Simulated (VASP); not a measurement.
Here is a VASP 6.6.1 calculation.

The input INCAR:

```
ALGO = Normal
EDIFF = 1E-7
EDIFFG = -0.002
ENCUT = 520
GGA = PE
IBRION = 2
ISIF = 3
ISMEAR = 0
KPAR = 4
LASPH = T
LCHARG = F
LREAL = F
LWAVE = F
NELM = 60
NSW = 80
PREC = Accurate
SIGMA = 0.02
```

KPOINTS

```
k-points
0
Gamma
  12 12 6
```

Contents of POSCAR:

```
ZnO
1.0
    3.2493080000      0.0000000000      0.0000000000
   -1.6246540000      2.8139832700      0.0000000000
    0.0000000000      0.0000000000      5.2057090000
Zn O
2 2
Direct
    0.3333333300      0.6666666700      0.5000000000
    0.6666666700      0.3333333300      0.0000000000
    0.6666666700      0.3333333300      0.3790100000
    0.3333333300      0.6666666700      0.8790100000
```

Potentials or basis: VASP PAW PBE potentials, release 64 (Zn, O).

Run with:

```sh
$ cat potpaw_PBE.64/Zn/POTCAR potpaw_PBE.64/O/POTCAR > POTCAR
$ mpirun -np 4 vasp_std > vasp.out
```

(1) What does it give for the space group after relaxing (to 0.05 Å)?

(2) Estimate the relaxed cell.

(3) Predict the relaxed volume.

Answers

(1) P6_3mc (No. 186).

(2) a = 3.287 Å, b = 3.287 Å, c = 5.304 Å, α = 90.00°, β = 90.00°, γ = 120.00°.

(3) 12.41 Å³/atom.
